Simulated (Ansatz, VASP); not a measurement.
Ge in VASP and in Ansatz

```
CELL_PARAMETERS angstrom
0.00000 2.87982 2.87982
2.87982 0.00000 2.87982
2.87982 2.87982 0.00000
ATOMIC_POSITIONS crystal
Ge 0.50000 0.50000 0.50000
Ge 0.75000 0.75000 0.75000
```

Alike in both runs: functional PBE; k mesh 12 × 12 × 12; occupations gaussian, width 0.1 eV; no spin polarisation.

Ansatz relaxed the structure, and its values are those at the end. VASP's run is a single point on that final structure, the one shown.

|  | VASP | Ansatz |
| --- | --- | --- |
| version | VASP 6.6.1 | Ansatz 0.2.0 |
| potentials or method | VASP PAW PBE potentials, release 64 (Ge_d) | scalar-relativistic, plane waves, PAW |
| plane-wave cutoff (eV) | 520 | 420 |
| valence electrons in the cell | 28 | 28 |

VASP gave:

* gap on the k mesh at the Fermi level (eV): none
* pressure (GPa): -0.1

**Question.** Estimate Ansatz's values.

**Answer.** gap on the k mesh at the Fermi level (eV): none; pressure (GPa): 0.0.

A gap of «none» marks a metal or a gap that the smearing closes. The functional is the same, so the differences come from potentials, cutoffs and numerics.

Caveats: this crystal is a semiconductor, whose small gap the functional closes, so the metal is an error of the method.
